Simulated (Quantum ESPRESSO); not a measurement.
The system is Sb, a slab with vacuum.

```xyz
7
Lattice="4.4689 0.0000 0.0000 -2.2345 3.8702 0.0000 0.0000 0.0000 25.9466" Properties=species:S:1:pos:R:3 pbc="T T T"
Sb    2.2345    1.2901    7.5000
Sb    0.0000    2.5801    9.3244
Sb    0.0000    0.0000   11.1489
Sb    2.2345    1.2901   12.9733
Sb    0.0000    2.5801   14.7977
Sb    0.0000    0.0000   16.6221
Sb    2.2345    1.2901   18.4466
```

The slab is cut from a database's or a generator's crystal, which needn't be the stable form of the element.

A sound run:

```yaml
Program: Quantum ESPRESSO 7.5
Task: work function
Functional: PBE
Potentials_or_basis: PseudoDojo 0.4.1 SR PBE standard
Cutoff: 1088 eV
Density_cutoff: 4354 eV
k_mesh: 7 × 7 × 1
Occupations: fermi-dirac, width 0.05 eV
Spin: no spin polarisation
```

It gives largest force 1.037 eV/Å; band gap on the k mesh none (metal or under the smearing width).

Task: What do these careless settings give instead: cutoff 544 eV in place of 1088 eV; density cutoff 2177 eV in place of 4354 eV?

Result: Largest force 1.030 eV/Å; band gap on the k mesh none (metal or under the smearing width). The run converged, but these numbers show the error of the settings and aren't properties of the slab.
